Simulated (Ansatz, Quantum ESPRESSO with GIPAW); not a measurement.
# 1H assignment in H2SeO3

The values are calculated: DFT, PBEsol, plane-wave PAW (pslibrary 1.0.0 recipes), scalar-relativistic, GIPAW shieldings (Quantum ESPRESSO with GIPAW, a patched development version). To turn shieldings into shifts, lines fitted to measured solids are used. 1H: δ = (29.71 − σ) / 1.204, zero at TMS, fitted to 11 measured values, from Ca(BH4)2, Ca(OH)2, CsH2PO4, LiBH4, LiH, MgH2, NaH, NaOH and NH4H2PO4, with a scatter of 0.61 ppm r.m.s., with σ taken with the shape term of a sphere (6.5 ppm here). Kinds of site that fitted badly were split off after the misses were seen, so the scatter is that of the points kept. Spans are on the shift scale.

```
CELL_PARAMETERS angstrom
5.03758 0.00000 0.00000
0.00000 5.93281 0.00000
0.00000 0.00000 9.01118
ATOMIC_POSITIONS crystal
Se 0.36229 0.00950 0.95800
Se 0.86229 0.49050 0.04200
Se 0.63771 0.50950 0.54200
Se 0.13771 0.99050 0.45800
O 0.38543 0.37621 0.62987
O 0.61836 0.57321 0.17085
O 0.61457 0.87621 0.87013
O 0.11457 0.62379 0.12987
O 0.09824 0.70535 0.40586
O 0.59824 0.79465 0.59414
O 0.90176 0.20535 0.09414
O 0.40176 0.29465 0.90586
O 0.38164 0.07321 0.32915
O 0.88164 0.42679 0.67085
O 0.11836 0.92679 0.82915
O 0.88543 0.12379 0.37013
H 0.07086 0.44025 0.63133
H 0.57086 0.05975 0.36867
H 0.92914 0.94025 0.86867
H 0.42914 0.55975 0.13133
H 0.40853 0.31868 0.79033
H 0.90853 0.18132 0.20967
H 0.59147 0.81868 0.70967
H 0.09147 0.68132 0.29033
```

The cell is a computed entry of the Materials Project. The coordinates shown are those after relaxation (atoms relaxed).

The H sites:

```csv
site,atom no.,atoms in cell,site symmetry,surroundings,bonds (Å)
H(1),17,4,1,"bound to O, H bond to O at 1.63 Å",1.021
H(2),21,4,1,"bound to O, H bond to O at 1.49 Å",1.051
```

The lines to be assigned:

```csv
line,δ_iso (ppm),relative area,span (ppm),skew
A,12.36,1,27.60,0.88
B,10.20,1,24.21,0.82
```

Simulated spectrum: 1H MAS at 40 kHz, 23.5 T (1000.6 MHz), lines broadened by 0.5 ppm; rigid lattice, with dipolar and J couplings left out. Lines over 1.5 % of the strongest (ppm: area): 12.36: 0.99, 10.20: 1.00.

**Question.** Which site gives which line?

A: A is H(2) (bound to O, H bond to O at 1.49 Å); B is H(1) (bound to O, H bond to O at 1.63 Å). The shorter the hydrogen bond, the less shielded the proton, as is usual.

[Banner, clock, file and message-heading lines were taken out of the pw.x and gipaw.x logs.]

[Logs are printed without paths, hosts, clocks, repeated set-up lines and the standing remarks that a program may print on its own settings, such as how far it seeks lower states.]

[Hosts, paths, dates, database ids (printed as entryN), source tags and the programs' standing remarks are cut or masked in the printed files.]
